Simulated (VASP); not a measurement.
# PbSe (Clausthalite) (Fm-3m) in VASP: settings compared

The runs below take PbSe (Clausthalite) through single point, with SCAN, PBE0.

All numbers are computed with VASP 6.6.1; they aren't measurements. Logs are shortened: lines on timing, memory, paths and dates and some standing lists are left out, and cuts for length are marked.

**What was measured.**

From a printed reference work, monograph, for a bulk crystal of PbSe at 4.2 K: band gap 0.15 eV (direct).

The runs below are set against these values where they give the same quantity.

### 1 The crystal as given

The structure is cubic, space group Fm-3m (No. 225). Conventional cell: a = 6.124 Å, b = 6.124 Å, c = 6.124 Å, α = 90.00°, β = 90.00°, γ = 90.00°. Pb (site symmetry m-3m) is surrounded by 6 Se at 3.06 Å. Se (site symmetry m-3m) has 6 Pb at 3.06 Å as nearest neighbours.

### 2 Single point, SCAN, non-collinear spin, zero start, spin-orbit coupling

The input, INCAR:

```
SYSTEM = PbSe
ALGO     = Normal         ! electronic algorithm
EDIFF    = 1E-6           ! SCF threshold, eV
ENCUT    = 520            ! plane-wave cutoff, eV
GGA_COMPAT= .FALSE.      
ISIF     = 2              ! what is computed and relaxed
ISMEAR   = 0              ! smearing method
LASPH    = .TRUE.         ! aspherical terms in the spheres
LCHARG   = .TRUE.         ! write CHGCAR
LMIXTAU  = .TRUE.       
LORBIT   = 11             ! projections on sites
LREAL    = .FALSE.        ! projectors in reciprocal space
LSORBIT  = .TRUE.         ! spin-orbit coupling
LVHAR    = .TRUE.       
LWAVE    = .FALSE.        ! write WAVECAR
MAGMOM   = 0 0 0 0 0 0    ! initial moments
METAGGA  = SCAN           ! meta-GGA
NBANDS   = 32             ! bands
NELM     = 80             ! most SCF steps
PREC     = Accurate       ! precision mode
SIGMA    = 0.02           ! smearing width, eV
```

The input, KPOINTS:

```
k-points
0
G
  8 8 8
  0 0 0
```

The input, POSCAR:

```
PbSe
1.0
    0.0000000000      3.0621500000      3.0621500000
    3.0621500000      0.0000000000      3.0621500000
    3.0621500000      3.0621500000      0.0000000000
Pb Se
1 1
Direct
    0.0000000000      0.0000000000      0.0000000000
    0.5000000000      0.5000000000      0.5000000000
```

Potentials or basis: VASP PAW PBE potentials, release 64 (Pb_d, Se).

On the command line:

```
cat potpaw_PBE.64/Pb_d/POTCAR potpaw_PBE.64/Se/POTCAR > POTCAR
mpirun -np 1 vasp_ncl > vasp.out
```

OUTCAR:

```text
SYSTEM = PbSe
   EDIFF = 1E-6
   ENCUT = 520
   ISIF = 2
   ISMEAR = 0
   LASPH = .TRUE.
   LORBIT = 11
   LREAL = .FALSE.
   LSORBIT = .TRUE.
   METAGGA = SCAN
   NELM = 80
   PREC = Accurate

 ion  position               nearest neighbor table
   1  0.000  0.000  0.000-   2 3.06   2 3.06   2 3.06   2 3.06   2 3.06   2 3.06
   2  0.500  0.500  0.500-   1 3.06   1 3.06   1 3.06   1 3.06   1 3.06   1 3.06

  LATTYP: Found a face centered cubic cell.
 ALAT       =     6.1243000000

  Lattice vectors:

 A1 = (   0.0000000000,   3.0621500000,   3.0621500000)
 A2 = (   3.0621500000,   0.0000000000,   3.0621500000)
 A3 = (   3.0621500000,   3.0621500000,   0.0000000000)

Analysis of symmetry for initial positions (statically):
=====================================================================
 Subroutine PRICEL returns:
 Original cell was already a primitive cell.

 Routine SETGRP: Setting up the symmetry group for a
 face centered cubic supercell.

 Subroutine GETGRP returns: Found 48 space group operations
 (whereof 48 operations were pure point group operations)
 out of a pool of 48 trial point group operations.

The static configuration has the point symmetry O_h .

Analysis of symmetry for dynamics (positions and initial velocities):
=====================================================================
 Subroutine PRICEL returns:
 Original cell was already a primitive cell.

 Routine SETGRP: Setting up the symmetry group for a
 face centered cubic supercell.

 Subroutine GETGRP returns: Found 48 space group operations
 (whereof 48 operations were pure point group operations)
 out of a pool of 48 trial point group operations.

The dynamic configuration has the point symmetry O_h .

Analysis of structural, dynamic, and magnetic symmetry:
=====================================================================
 Subroutine PRICEL returns:
 Original cell was already a primitive cell.

 Routine SETGRP: Setting up the symmetry group for a
 face centered cubic supercell.

 Subroutine GETGRP returns: Found 48 space group operations
 (whereof 48 operations were pure point group operations)
 out of a pool of 48 trial point group operations.

The overall configuration has the point symmetry O_h .

 Subroutine INISYM returns: Found 48 space group operations
 (whereof 48 operations are pure point group operations),
 and found     1 'primitive' translations
[... 1005 lines left out ...]
  in kB        5.4843793      5.4843793      5.4843793      0.0000000     -0.0000000      0.0000000
  external PRESSURE =       5.4843793 kB  Pullay stress =       0.0000000 kB

 VOLUME and BASIS-vectors are now :
 -----------------------------------------------------------------------------
  energy-cutoff  :      520.00
  volume of cell :       57.43
      direct lattice vectors                 reciprocal lattice vectors
     0.000000000  3.062150000  3.062150000    -0.163283967  0.163283967  0.163283967
     3.062150000  0.000000000  3.062150000     0.163283967 -0.163283967  0.163283967
     3.062150000  3.062150000  0.000000000     0.163283967  0.163283967 -0.163283967

 POSITION                                       TOTAL-FORCE (eV/Angst)
 -----------------------------------------------------------------------------------
      0.00000      0.00000      0.00000         0.000000     -0.000000      0.000000
      3.06215      3.06215      3.06215        -0.000000      0.000000     -0.000000
 -----------------------------------------------------------------------------------
    total drift:                                0.000000     -0.000000     -0.000000

  FREE ENERGIE OF THE ION-ELECTRON SYSTEM (eV)
  ---------------------------------------------------
  free  energy   TOTEN  =       -97.3679234551 eV

  energy  without entropy=      -97.3677472415  energy(sigma->0) =      -97.36783535

 Spin-Orbit-Coupling matrix elements

 Ion:    1  E_soc:     -0.8554700
 l=   1
     0.0000000    -0.0779131    -0.0779131
    -0.0779131     0.0000000    -0.0779131
    -0.0779131    -0.0779131     0.0000000
 l=   2
     0.0000000    -0.0129947     0.0000000    -0.0129947    -0.0516705
    -0.0129947     0.0000000    -0.0387529    -0.0129947    -0.0129176
     0.0000000    -0.0387529     0.0000000    -0.0387529     0.0000000
    -0.0129947    -0.0129947    -0.0387529     0.0000000    -0.0129176
    -0.0516705    -0.0129176     0.0000000    -0.0129176     0.0000000
 l=   3
     0.0000000     0.0000000     0.0000000     0.0000000     0.0000000     0.0000000     0.0000000
     0.0000000     0.0000000     0.0000000     0.0000000     0.0000000     0.0000000     0.0000000
     0.0000000     0.0000000     0.0000000     0.0000000     0.0000000     0.0000000     0.0000000
     0.0000000     0.0000000     0.0000000     0.0000000     0.0000000     0.0000000     0.0000000
     0.0000000     0.0000000     0.0000000     0.0000000     0.0000000     0.0000000     0.0000000
     0.0000000     0.0000000     0.0000000     0.0000000     0.0000000     0.0000000     0.0000000
     0.0000000     0.0000000     0.0000000     0.0000000     0.0000000     0.0000000     0.0000000

 Ion:    2  E_soc:     -0.0473908
 l=   1
     0.0000000    -0.0079145    -0.0079145
    -0.0079145     0.0000000    -0.0079145
    -0.0079145    -0.0079145     0.0000000
 l=   2
     0.0000000    -0.0000019     0.0000000    -0.0000019     0.0000180
    -0.0000019     0.0000000     0.0000135    -0.0000019     0.0000045
     0.0000000     0.0000135     0.0000000     0.0000135     0.0000000
    -0.0000019    -0.0000019     0.0000135     0.0000000     0.0000045
     0.0000180     0.0000045     0.0000000     0.0000045     0.0000000
 l=   3
     0.0000000     0.0000000     0.0000000     0.0000000     0.0000000     0.0000000     0.0000000
     0.0000000     0.0000000     0.0000000     0.0000000     0.0000000     0.0000000     0.0000000
     0.0000000     0.0000000     0.0000000     0.0000000     0.0000000     0.0000000     0.0000000
     0.0000000     0.0000000     0.0000000     0.0000000     0.0000000     0.0000000     0.0000000
     0.0000000     0.0000000     0.0000000     0.0000000     0.0000000     0.0000000     0.0000000
     0.0000000     0.0000000     0.0000000     0.0000000     0.0000000     0.0000000     0.0000000
     0.0000000     0.0000000     0.0000000     0.0000000     0.0000000     0.0000000     0.0000000

 total charge

# of ion       s       p       d       tot
------------------------------------------
    1        1.508   0.553   9.833  11.894
    2        1.472   2.354   0.017   3.844
--------------------------------------------------
tot          2.980   2.907   9.850  15.738

 magnetization (x)

# of ion       s       p       d       tot
------------------------------------------
    1       -0.000   0.000   0.000  -0.000
    2        0.000   0.000   0.000   0.000
--------------------------------------------------
tot         -0.000   0.000   0.000  -0.000

 magnetization (y)

# of ion       s       p       d       tot
------------------------------------------
    1        0.000   0.000  -0.000   0.000
    2        0.000   0.000   0.000   0.000
--------------------------------------------------
tot          0.000   0.000  -0.000   0.000

 magnetization (z)

# of ion       s       p       d       tot
------------------------------------------
    1       -0.000   0.000  -0.000  -0.000
    2        0.000   0.000   0.000   0.000
--------------------------------------------------
tot          0.000   0.000  -0.000   0.000
```

stdout:

```text
POSCAR found type information on POSCAR PbSe
 POSCAR found :  2 types and       2 ions
 scaLAPACK will be used
 -----------------------------------------------------------------------------
|                                                                             |
|                                                                             |
|     You enforced a specific xc type in the INCAR file but a different       |
|     I HOPE YOU KNOW WHAT YOU ARE DOING!                                     |
|                                                                             |
 -----------------------------------------------------------------------------

 LDA part: xc-table for (None), standard interpolation
 POSCAR, INCAR and KPOINTS ok, starting setup
 FFT: planning ... GRIDC
 FFT: planning ... GRID_SOFT
 FFT: planning ... GRID
 WAVECAR not read
 entering main loop
```

Run time: 9.1 min. Hardware: 1 thread of AMD EPYC 9R45 (Zen 5), shared host; peak memory 0.39 GiB.

What came out:

```
Free energy                                           : -97.3679 eV
Pressure                                              : 0.5 GPa
Net moment                                            : 0.00 μB per cell
Valence electrons inside the program's atomic spheres : Pb 11.89; Se 3.84
```

Moments on the atoms (μB; x, y, z):
```
Pb  0.00 0.00 0.00
Se  0.00 0.00 0.00
```

Caveat: the PAW data sets were made with another functional, which shifts forces and pressure a little.

### 3 Single point, PBE0

POSCAR is that of step 2.

The input, INCAR.step1:

```
PREC = Accurate
ENCUT = 520
EDIFF = 1E-5
ISMEAR = 0
SIGMA = 0.02
LREAL = F
LASPH = T
NELM = 100
ALGO = Normal
ISIF = 2
LWAVE = T
LCHARG = F
NBANDS = 17
GGA = PE
```

The input, INCAR.step2:

```
PREC = Accurate
ENCUT = 520
EDIFF = 1E-6
ISMEAR = 0
SIGMA = 0.02
LREAL = F
LASPH = T
NELM = 100
ALGO = Normal
ISIF = 2
LWAVE = F
LCHARG = F
GGA = PE
LHFCALC = T
AEXX = 0.25
PRECFOCK = Fast
HFRCUT = -1
NBANDS = 17
ISTART = 1
```

The input, KPOINTS:

```
Automatic mesh
0
Gamma
  6 6 6
```

Potentials or basis: VASP PAW PBE potentials, release 64 (Pb_d, Se).

On the command line:

```
cat potpaw_PBE.64/Pb_d/POTCAR potpaw_PBE.64/Se/POTCAR > POTCAR
cp INCAR.step1 INCAR
mpirun -np 1 vasp_std > vasp.out
cp INCAR.step2 INCAR
mpirun -np 1 vasp_std > vasp.out
```

It took 37 min on 1 thread of Intel Xeon Platinum 8259CL at 2.50GHz (Skylake/Cascade Lake), shared host; peak memory 0.21 GiB.

The run converged. Its results:

* Free energy: -10.7204 eV
* Pressure: 1.2 GPa
* Band gap on the k mesh: 1.25 eV, direct

Levels at points of the mesh, in eV from the valence-band top:
```
           k point  band 7  band 8  band 9  band 10  band 11  band 12  band 13  band 14
(0.00, 0.00, 0.00)   -6.78   -2.28   -2.28    -2.28     6.13     6.13     6.13     7.79
(0.50, 0.00, 0.00)   -9.76   -1.82   -1.82     0.00     1.25     2.74     2.74     9.96
(0.50, 0.50, 0.00)   -8.05   -5.75   -3.79    -3.79     4.76     7.12     7.12     7.59
```

Caveat: the PAW data sets were made with another functional, which shifts forces and pressure a little; spin-orbit coupling is left out, which as a rule narrows the gap of such compounds by several tenths of an eV.

### 4 How close it comes

Step 3. Measured gap of PbSe: 0.15 eV (direct; 4.2 K; a printed reference work, monograph). This calculation gives 1.25 eV (+1.10 eV). So large a miss can be the level of theory's own, or it may mean another phase, state or a wrong row. 2 values of this kind are on record (0.15 to 0.28 eV); this one was drawn at random. Spin-orbit coupling on Pb, Se is left out. The value is that of PBE0 on a finite k mesh, which can miss the band edges, without temperature or zero-point motion.
